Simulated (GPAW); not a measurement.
The system is SnO2 (Cassiterite).

```xyz
6
Lattice="4.7380 0.0000 0.0000 0.0000 4.7380 0.0000 0.0000 0.0000 3.1865" Properties=species:S:1:pos:R:3 pbc="T T T"
Sn    2.3690    2.3690    1.5933
Sn    0.0000    0.0000    0.0000
O     3.8240    0.9140    1.5933
O     3.2830    3.2830    0.0000
O     0.9140    3.8240    1.5933
O     1.4550    1.4550    0.0000
```

- Program: GPAW 26.7.0
- Task: relaxation of cell and atoms
- Functional: OLYP
- Potentials or basis: PAW data sets generated in the run's folder for this functional
- Cutoff: 800 eV
- Basis: pw
- k mesh: 4 × 4 × 5
- Occupations: fermi-dirac, width 0.05 eV
- Spin: no spin polarisation

At the start: pressure 10.5 GPa; volume 11.92 Å³/atom.

Task: Where does the relaxation end?

Result: Over 12 steps the energy falls by 21.4 meV/atom and the volume is 12.59 Å³/atom (+5.6 %); space group P4_2/mnm (No. 136, to 0.05 Å).

The path:
| step | energy change (eV) | largest force (eV/Å) | pressure (GPa) | volume (Å³) |
| --- | --- | --- | --- | --- |
| 1 | 0.0000 | 0.2027 | 10.53 | 71.53 |
| 2 | -0.0268 | 0.1108 | 9.16 | 71.93 |
| 3 | -0.1089 | 0.2554 | 1.82 | 74.44 |
| 4 | -0.1154 | 0.2272 | 0.72 | 74.91 |
| 5 | -0.1225 | 0.0964 | -0.33 | 75.45 |
| 6 | -0.1241 | 0.0089 | -0.30 | 75.51 |
| 7 | -0.1246 | 0.0306 | -0.10 | 75.46 |
| 8 | -0.1251 | 0.0545 | 0.11 | 75.41 |
| 9 | -0.1261 | 0.0715 | 0.36 | 75.37 |
| 10 | -0.1278 | 0.0565 | 0.39 | 75.41 |
| 11 | -0.1283 | 0.0204 | 0.18 | 75.51 |
| 12 | -0.1285 | 0.0025 | 0.03 | 75.56 |

Final structure:
```cif
data_structure
_symmetry_space_group_name_H-M 'P 1'
_symmetry_Int_Tables_number 1
_cell_length_a 4.8472
_cell_length_b 4.8472
_cell_length_c 3.2160
_cell_angle_alpha 90.000
_cell_angle_beta 90.000
_cell_angle_gamma 90.000
_cell_volume 75.56
loop_
_atom_site_label
_atom_site_type_symbol
_atom_site_fract_x
_atom_site_fract_y
_atom_site_fract_z
_atom_site_occupancy
Sn1 Sn 0.50000 0.50000 0.50000 1
Sn2 Sn 0.00000 0.00000 0.00000 1
O1 O 0.80706 0.19294 0.50000 1
O2 O 0.69294 0.69294 0.00000 1
O3 O 0.19294 0.80706 0.50000 1
O4 O 0.30706 0.30706 0.00000 1
```

Caveat: the k mesh is coarse; later steps reuse the first step's grids.
